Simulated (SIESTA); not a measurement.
**CdO (Monteponite): equation of state with RPBE**

Crystal: CdO (Monteponite).

```
Cd O
1.0
     0.00000    2.34950    2.34950
     2.34950    0.00000    2.34950
     2.34950    2.34950    0.00000
Cd O
1 1
Direct
  0.00000 0.00000 0.00000
  0.50000 0.50000 0.50000
```

* Program: SIESTA 5.4.2
* Task: equation of state
* Functional: RPBE
* Potentials or basis: PseudoDojo 0.4 standard (PBE files)
* Basis: DZP (energy shift 0.002 Ry)
* Grid cutoff: 800 Ry
* Energy shift: 0.002 Ry
* k mesh: 10 × 10 × 10
* Occupations: fermi-dirac, width 0.05 eV
* Spin: no spin polarisation

| Item | Value |
| --- | --- |
| Equilibrium volume | 14.07 Å³/atom (rough: see the caveat) |
| Bulk modulus | 116 GPa (rough) |

Energy against volume, from the lowest point:
```csv
volume (Å³/atom),energy (meV/atom)
12.191,115.78
12.451,81.82
12.710,54.52
12.970,33.30
13.229,17.54
13.488,6.52
13.748,0.00
```

All runs of the series together: 3.2 min on 1 thread of Arm Neoverse V2 (shared host).

Caveat: the minimum lies outside the volumes run; semicore shells carry a single zeta, which can move pressures by several GPa and volumes by a few percent; the potentials were made for another functional, which shifts forces and pressure; the basis of atomic orbitals isn't converged, which shifts pressures, moduli and gaps.
